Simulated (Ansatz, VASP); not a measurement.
## TiO2 in VASP and in Ansatz

```
CELL_PARAMETERS angstrom
1.50404 0.86836 4.88630
-1.50404 0.86836 4.88630
0.00000 -1.73671 4.88630
ATOMIC_POSITIONS crystal
Ti 0.00000 0.00000 0.00000
O 0.60165 0.60165 0.60165
O 0.39835 0.39835 0.39835
```

Alike in both runs: functional PBE; dispersion D3(BJ); k mesh 12 × 12 × 12; occupations gaussian, width 0.02 eV; no spin polarisation; Hubbard terms Ti d U = 4.0 eV.

Ansatz relaxed the structure, and its values are those at the end. VASP's run is a single point on that final structure, the one shown.

|  | VASP | Ansatz |
| --- | --- | --- |
| version | VASP 6.6.1 | Ansatz 0.2.0 |
| potentials or method | VASP PAW PBE potentials, release 64 (Ti_sv, O) | scalar-relativistic, plane waves, PAW |
| plane-wave cutoff (eV) | 520 | 420 |
| valence electrons in the cell | 24 | 24 |

VASP gave:

```
gap on the k mesh at the Fermi level (eV) : 3.00
least direct gap on the mesh (eV)         : 3.32
pressure (GPa)                            : 3.6
rms of the force components (eV/Å)        : 0.185
```

Q: What did Ansatz give for the same quantities?

A: gap on the k mesh at the Fermi level (eV): 2.92; least direct gap on the mesh (eV): 3.22; pressure (GPa): 0.0; rms of the force components (eV/Å): 0.001.

The programs project onto different local orbitals, so the same U acts differently.

A k mesh can miss the band edges.
